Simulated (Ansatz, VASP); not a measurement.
Ti in VASP and in Ansatz

```
Ti
1.0
     0.00000    2.05598    2.05598
     2.05598    0.00000    2.05598
     2.05598    2.05598    0.00000
Ti
1
Direct
  0.00000 0.00000 0.00000
```

Alike in both runs: functional PBE; k mesh 18 × 18 × 18; occupations gaussian, width 0.1 eV; no spin polarisation.

Ansatz relaxed the structure, and its values are those at the end. VASP's run is a single point on that final structure, the one shown.

|  | VASP | Ansatz |
| --- | --- | --- |
| version | VASP 6.6.1 | Ansatz 0.2.0 |
| potentials or method | VASP PAW PBE potentials, release 64 (Ti_sv) | scalar-relativistic, plane waves, PAW |
| plane-wave cutoff (eV) | 520 | 520 |
| valence electrons in the cell | 12 | 12 |

|  | VASP | Ansatz | Ansatz less VASP |
| --- | --- | --- | --- |
| gap on the k mesh at the Fermi level (eV) | none | none | - |
| pressure (GPa) | -0.3 | 0.0 | +0.28 |

A gap of «none» marks a metal or a gap that the smearing closes. With one functional, cell and mesh, what is left measures potentials, basis and numerics.
